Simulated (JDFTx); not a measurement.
TiTe:

```
Ti Te
1.0
     0.00000    3.31060    3.31060
     3.31060    0.00000    3.31060
     3.31060    3.31060    0.00000
Ti Te
1 1
Direct
  0.00000 0.00000 0.00000
  0.25000 0.25000 0.25000
```

The cell comes from a database or a generator and needn't be the stable form of this composition.

```yaml
Program: JDFTx 1.7.0 (patched build)
Task: relaxation of cell and atoms
Functional: PBE
Potentials_or_basis: SPMS-PBE-1.0 with smoothed tails
Cutoff: 1088 eV
Density_cutoff: 8708 eV
k_mesh: 4 × 4 × 4
Occupations: fermi-dirac, width 0.05 eV
Spin: no spin polarisation
```

At the start: pressure -6.2 GPa; volume 36.28 Å³/atom.

How do energy, volume and symmetry change on relaxing?

Over 7 steps the energy falls by 127.3 meV/atom and the volume is 30.61 Å³/atom (-15.6 %); space group F-43m (No. 216, to 0.05 Å).

Step by step:
```csv
step,energy change (eV),largest force (eV/Å),pressure (GPa),volume (Å³)
1,0.0000,0.0000,-6.16,72.57
2,-0.0888,0.0000,-5.30,70.09
3,-0.2402,0.0000,2.13,58.98
4,-0.2545,0.0000,-0.20,61.45
5,-0.2546,0.0000,-0.01,61.24
6,-0.2546,0.0000,0.00,61.22
7,-0.2546,0.0000,0.00,61.22
```

Final structure:
```
Ti Te
1.0
     0.00000    3.12812    3.12812
     3.12812    0.00000    3.12812
     3.12812    3.12812    0.00000
Ti Te
1 1
Cartesian
  0.0000 0.0000 0.0000
  1.5641 1.5641 1.5641
```

Caveat: the k mesh is coarse (spacing up to 0.41 Å⁻¹), so the values aren't converged; the volume moved by over 15 % at a fixed basis, so the end points are rough; the plane waves are those of the starting cell, so after so large a change of volume the result is rough.
